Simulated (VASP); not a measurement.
Here is a VASP 6.6.1 calculation.

File INCAR:

```
PREC = Accurate
ENCUT = 520
EDIFF = 1E-6
ISMEAR = -1
SIGMA = 0.05
LREAL = False
LASPH = True
NELM = 60
ALGO = Normal
ISIF = 2
LWAVE = False
LCHARG = False
GGA = PS
IVDW = 13
NBANDS = 16
```

The input KPOINTS:

```
regular mesh
0
Gamma
  8 8 8
```

POSCAR

```
AgCl
1.0
    0.0000000000      2.7001520833      2.7001520833
    2.7001520833      0.0000000000      2.7001520833
    2.7001520833      2.7001520833      0.0000000000
Ag Cl
1 1
Direct
    0.0000000000      0.0000000000      0.0000000000
    0.5000000000      0.5000000000      0.5000000000
```

Potentials or basis: VASP PAW PBE potentials, release 64 (Ag, Cl).

Run with:

```bash
$ cat potpaw_PBE.64/Ag/POTCAR potpaw_PBE.64/Cl/POTCAR > POTCAR
$ mpirun -np 1 vasp_std > vasp.out
```

Question: Predict the band gap on the k mesh.

Answer: 0.72 eV, indirect (least direct gap 3.32 eV).

Question: What does it give for the pressure?

Answer: -0.1 GPa.

Caveat: the PAW data sets were made with another functional, which shifts forces and pressure a little.

**The experiment to reproduce.**

A printed reference work, data compilation reports, for a bulk crystal of AgCl: band gap 3.249 eV (indirect).

A measured gap of AgCl is 3.249 eV (indirect; a printed reference work, data compilation); the calculated 0.72 eV misses it by -2.53 eV. So large a miss can be the level of theory's own, or it may mean another phase, state or a wrong row. Spin-orbit coupling on Ag is left out. The value is that of PBEsol+D4 on a finite k mesh, which can miss the band edges, without temperature or zero-point motion. Semilocal functionals fall short of measured gaps as a rule.
